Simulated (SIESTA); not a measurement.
Ti under changes of volume

One of the cells (17.636 Å³/atom); the others are scaled copies at fixed shape and fractional positions:

```
Ti
1.0
     2.95000    0.00000    0.00000
    -1.47500    2.55477    0.00000
     0.00000    0.00000    4.68000
Ti
2
Direct
  0.66667 0.33333 0.75000
  0.33333 0.66667 0.25000
```

```yaml
Program: SIESTA 5.4.2
Functional: PBE
Potentials_or_basis: PseudoDojo 0.4 standard (PBE files)
Basis: TZDP (energy shift 0.002 Ry)
Grid_cutoff: 800 Ry
Energy_shift: 0.002 Ry
k_mesh: 10 × 10 × 6
Occupations: fermi-dirac, width 0.05 eV
Spin: no spin polarisation
```

| volume (Å³/atom) | energy over the lowest point (meV/atom) | pressure (GPa) |
| --- | --- | --- |
| 16.577 | 14.84 | 6.1 |
| 16.930 | ? | ? |
| 17.283 | 0.00 | 0.8 |
| 17.636 | 0.86 | -1.5 |
| 17.988 | 6.57 | -3.6 |
| 18.341 | 16.48 | -5.4 |
| 18.694 | 30.38 | -7.2 |

What does the run at 16.930 Å³/atom give?

Energy over the lowest point 4.57 meV/atom; pressure 3.4 GPa.

Worked out: A Birch-Murnaghan fit of order 3 (a polynomial in V^(-2/3)) to the other rows has its minimum at 17.40 Å³/atom with B0 = V·E''(V) = 115 GPa and B' = 4.2 at fixed shape and positions, which overstates the stiffness. It gives 4.45 meV/atom at 16.930 Å³/atom, against the run's 4.57, and -dE/dV = 3.3 GPa, against 3.4.

Energies are extrapolated to zero smearing.

Caveats: semicore shells carry a single zeta, which can move pressures by several GPa and volumes by a few percent; the basis of atomic orbitals isn't converged, which shifts pressures, moduli and gaps.
